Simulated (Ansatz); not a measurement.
# IrO2: the cost of one run

Computed with Ansatz 0.2.0 (DFT r²SCAN+U (U_eff = 1 eV on Ir d), plane waves, PAW, no spin–orbit coupling unless a run says so, unless a step's input says otherwise).

### 1 The structure to begin with

Symmetry: P4_2/mnm, No. 136, tetragonal system. The conventional cell has a = 4.499 Å, b = 4.499 Å, c = 3.146 Å, α = 90.00°, β = 90.00°, γ = 90.00°. Ir (site symmetry mmm) has 6 O at 1.98 Å in its first shell of neighbours. O (site symmetry m2m) has 3 Ir at 1.98 Å in its first shell of neighbours.

As a file:

```xyz
6
Lattice="4.4990 0.0000 0.0000 0.0000 4.4990 0.0000 0.0000 0.0000 3.1460" Properties=species:S:1:pos:R:3 pbc="T T T"
Ir    0.0000    0.0000    0.0000
Ir    2.2495    2.2495    1.5730
O     1.3992    1.3992    0.0000
O     0.8503    3.6487    1.5730
O     3.0998    3.0998    0.0000
O     3.6487    0.8503    1.5730
```

Magnetic order typed: opposed in the cell.

An earlier series on this cell reached its lowest free state from «random orbitals: drawn by pairs, first filling», perhaps among other starts (it ended with site moments under 0.05 μB).

### 2 From atoms, default search

input.yaml

```yaml
crystal:
  lattice:
    - [4.49900026, 0.0, 0.0]
    - [0.0, 4.49900026, 0.0]
    - [0.0, 0.0, 3.14600018]
  atoms:
    - { symbol: Ir, position: [0.0, 0.0, 0.0], spin: 5.0 }
    - { symbol: Ir, position: [0.5, 0.5, 0.5], spin: -5.0 }
    - { symbol: O, position: [0.311, 0.311, 0.0] }
    - { symbol: O, position: [0.189, 0.811, 0.5] }
    - { symbol: O, position: [0.689, 0.689, 0.0] }
    - { symbol: O, position: [0.811, 0.189, 0.5] }
basis:
  ecutwfc: 500
  ecutrho_ratio: 4
kpoints:
  mp_grid: { grid: [4, 4, 6] }
hamiltonian:
  xc: r2scan
  hubbard:
    sites: [{ site: 0, l: d, u_eff: 1.0 }, { site: 1, l: d, u_eff: 1.0 }]
scf:
  occupations: { method: gaussian, width: 0.05 }
output:
  forces: true
  stress: true
  eigenvalues: true
  populations: true
  hubbard: { sites: [{ site: 0, l: d }, { site: 1, l: d }] }
  write_density: true
  write_potential: true
  elf: true
  volumetric_format: npy
magnetization:
  spin_polarized: true
```

The run is started by

```bash
$ ansatz run input.yaml --threads 8 --pin off --max-ram 12288MiB --backend cpu --events-out ev --progress --plain --runs-dir out
```

What time and memory should one allow on 8 threads of Arm Neoverse V2, shared host?

About 25 s, with a peak of 0.78 GiB.
